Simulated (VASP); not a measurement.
# A VASP 6.6.1 single-point calculation on GaN

INCAR

```
SIGMA = 0.02
GGA = PE
LASPH = .TRUE.
NELM = 75
LWAVE = .FALSE.
IBRION = -1
NBANDS = 16
NSW = 0
LCHARG = .FALSE.
MAGMOM = 0.5 -0.5
ISMEAR = -1
ENCUT = 520
PREC = Accurate
ISIF = 2
EDIFF = 1E-7
ISPIN = 2
LREAL = .FALSE.
```

KPOINTS

```
KPOINTS created by Atomic Simulation Environment
0
Gamma
12 12 12
0 0 0
```

POSCAR

```
Ga N
 1.0000000000000000
     0.0000000000000000    2.3571272452000001    2.1247222484999999
     2.3571272452000001    0.0000000000000000    2.1247222484999999
     2.3571272452000001    2.3571272452000001    0.0000000000000000
 Ga  N
   1   1
Cartesian
  0.0000000000000000  0.0000000000000000  0.0000000000000000
  3.5356908678000001  3.5356908678000001  3.1870833727500005
```

The recommended PBE PAW datasets give the neutral cell 18 valence electrons.

Command

```
mpirun -np 1 vasp_std
```

Task: Predict the outcome of this run.

Result: It converged. Results: pressure -1.2 GPa; magnetic moment of the cell 0.00 μB.

OSZICAR

```
N       E                     dE             d eps       ncg     rms          rms(c)
DAV:   1     0.816206873109E+02    0.81621E+02   -0.93616E+03 11624   0.199E+03
DAV:   2    -0.798456541488E+01   -0.89605E+02   -0.83547E+02 12120   0.327E+02
DAV:   3    -0.138672734774E+02   -0.58827E+01   -0.58589E+01 12192   0.708E+01
DAV:   4    -0.139348191408E+02   -0.67546E-01   -0.67536E-01 13328   0.815E+00
DAV:   5    -0.139357035630E+02   -0.88442E-03   -0.88442E-03 12464   0.828E-01    0.840E+00
DAV:   6    -0.120937418239E+02    0.18420E+01   -0.49603E+00 15736   0.389E+01    0.297E+00
DAV:   7    -0.121054650565E+02   -0.11723E-01   -0.31112E-01 11656   0.680E+00    0.182E+00
DAV:   8    -0.120957995887E+02    0.96655E-02   -0.36832E-02 12696   0.253E+00    0.918E-01
DAV:   9    -0.120980060596E+02   -0.22065E-02   -0.53331E-03 13072   0.126E+00    0.339E-01
DAV:  10    -0.120977610249E+02    0.24503E-03   -0.12952E-03 14424   0.695E-01    0.153E-01
DAV:  11    -0.120978833217E+02   -0.12230E-03   -0.25542E-04 13488   0.192E-01    0.644E-02
DAV:  12    -0.120978846688E+02   -0.13471E-05   -0.11538E-04 14024   0.207E-01    0.162E-02
DAV:  13    -0.120978843327E+02    0.33608E-06   -0.12810E-05 11608   0.353E-02    0.655E-03
DAV:  14    -0.120978847710E+02   -0.43830E-06   -0.33016E-06 12416   0.135E-02    0.345E-03
DAV:  15    -0.120978848426E+02   -0.71547E-07   -0.28525E-07 12736   0.704E-03
   1 F= -.12097885E+02 E0= -.12097885E+02  d E =-.991185E-12  mag=    -0.0000
```

For comparison, a separate PBE run of the intended cell, on usual settings and not on those above, gives a gap of 1.23 eV on its mesh and a pressure of -1.2 GPa.
